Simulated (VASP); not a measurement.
VASP inputs for BN (zincblende)

INCAR

```
ISMEAR = -1
LWAVE = .FALSE.
GGA = PE
NELM = 120
IBRION = 2
SIGMA = 0.02
EDIFF = 1E-7
NSW = 40
LCHARG = .FALSE.
EDIFFG = -5E-3
LASPH = .TRUE.
NBANDS = 11
ENCUT = 600
PREC = Accurate
ISIF = 3
LREAL = .FALSE.
```

KPOINTS

```
KPOINTS created by Atomic Simulation Environment
0
Gamma
12 12 12
0 0 0
```

POSCAR

```
B  N
 1.0000000000000000
     0.0000000000000000    1.6858627859999999    1.6858627859999999
     1.6858627859999999    0.0000000000000000    1.6858627859999999
     1.6858627859999999    1.6858627859999999    0.0000000000000000
 B   N
   1   1
Cartesian
  0.0000000000000000  0.0000000000000000  0.0000000000000000
  0.8429313930000000  0.8429313930000000  0.8429313930000000
```

VASP ran with the recommended PBE PAW datasets (8 valence electrons in the cell).

Task: Estimate the main results of this run.

Result: relaxed cell vector lengths 2.563, 2.563, 2.563 Å; relaxed cell volume 11.90 Å³.
